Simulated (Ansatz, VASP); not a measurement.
One calculation of Pt, two programs

File INCAR:

```
SYSTEM = Pt
PREC = Accurate
ENCUT = 520
EDIFF = 1E-6
ISMEAR = -1
SIGMA = 0.05
LREAL = .False.
LASPH = .True.
NELM = 80
ALGO = Fast
ISIF = 2
LWAVE = .False.
LCHARG = .False.
GGA = PS
NBANDS = 11
```

The input KPOINTS:

```
Automatic mesh
0
Gamma
  12 12 12
  0 0 0
```

Contents of POSCAR:

```
Pt
1.0
   -1.5735873306      1.5735873306      1.5735873306
    1.5735873306     -1.5735873306      1.5735873306
    1.5735873306      1.5735873306     -1.5735873306
Pt
1
Direct
    0.0000000000      0.0000000000      0.0000000000
```

input.yaml

```yaml
crystal:
  lattice:
    - [-1.5735873306, 1.5735873306, 1.5735873306]
    - [1.5735873306, -1.5735873306, 1.5735873306]
    - [1.5735873306, 1.5735873306, -1.5735873306]
  atoms:
    - { symbol: Pt, position: [0.0, 0.0, 0.0] }
hamiltonian:
  xc: pbesol
  pseudopotentials: { kind: paw }
kpoints:
  mp_grid: { grid: [12, 12, 12] }
scf:
  occupations: { method: fermi_dirac, width: 0.05 }
output:
  forces: true
  stress: true
  eigenvalues: true
  write_density: true
  write_potential: true
  elf: true
  volumetric_format: npy
```

This isn't the form of Pt at room conditions, which is fcc.

Alike in both runs: task single point; functional PBEsol; k mesh 12 × 12 × 12; occupations fermi-dirac, width 0.05 eV; no spin polarisation.

|  | VASP | Ansatz |
| --- | --- | --- |
| version | VASP 6.6.1 | Ansatz 0.2.0 |
| potentials or method | VASP PAW PBE potentials, release 64 (Pt) | Ansatz PAW |
| plane-wave cutoff (eV) | 520 | 420 |
| valence electrons in the cell | 10 | 18 |

|  | VASP | Ansatz | Ansatz less VASP |
| --- | --- | --- | --- |
| gap on the k mesh at the Fermi level (eV) | none | none | - |
| pressure (GPa) | -7.0 | -6.6 | +0.37 |

A gap of «none» marks a metal or a gap that the smearing closes. The two sets of potentials don't hold the same shells in valence.

Caveats: the PAW data sets were made with another functional, which shifts forces and pressure a little (VASP); the PAW data sets come from PBE, with cores solved anew for the run's functional, which leaves a small shift of forces and pressure (Ansatz). Spin-orbit coupling is left out, which matters for the levels of Pt.
